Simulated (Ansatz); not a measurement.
Here is an Ansatz 0.2.0 calculation.

File input.yaml:

```yaml
crystal:
  lattice:
    - [5.83900561, 0.0, 0.0]
    - [0.0, 5.83900561, 0.0]
    - [0.0, 0.0, 5.83900561]
  atoms:
    - { symbol: Cs, position: [0.0, 0.0, 0.0] }
    - { symbol: Sn, position: [0.5, 0.5, 0.5] }
    - { symbol: Br, position: [0.0, 0.5, 0.5] }
    - { symbol: Br, position: [0.5, 0.5, 0.0] }
    - { symbol: Br, position: [0.5, 0.0, 0.5] }
hamiltonian:
  xc: blyp
  pseudopotentials: { kind: paw }
  dispersion: d3bj
kpoints:
  mp_grid: { grid: [5, 5, 5] }
scf:
  occupations: { method: fermi_dirac, width: 0.05 }
output:
  forces: true
  stress: true
  write_density: true
  write_potential: true
  elf: true
  volumetric_format: npy
relax:
  f_tol: 0.01
  max_steps: 40
  cell: { stress_tol: 0.05 }
```

Potentials or basis: Ansatz PAW.

Launch:

```sh
$ ansatz run input.yaml --threads 2 --pin off --max-ram 5632MiB --backend cpu --events-out ev --progress --plain --runs-dir out
```

(1) What does it give for the band gap on the k mesh?

Results:

(1) 1.97 eV, direct.

Caveat: odd divisions of the mesh miss points on the zone boundary, where band edges often lie, so the gap on the mesh can be too wide; the plane-wave basis is chosen anew once the cell has moved, so the energies of steps on either side of that aren't comparable; spin-orbit coupling is left out, which moves the levels of the heavy elements.
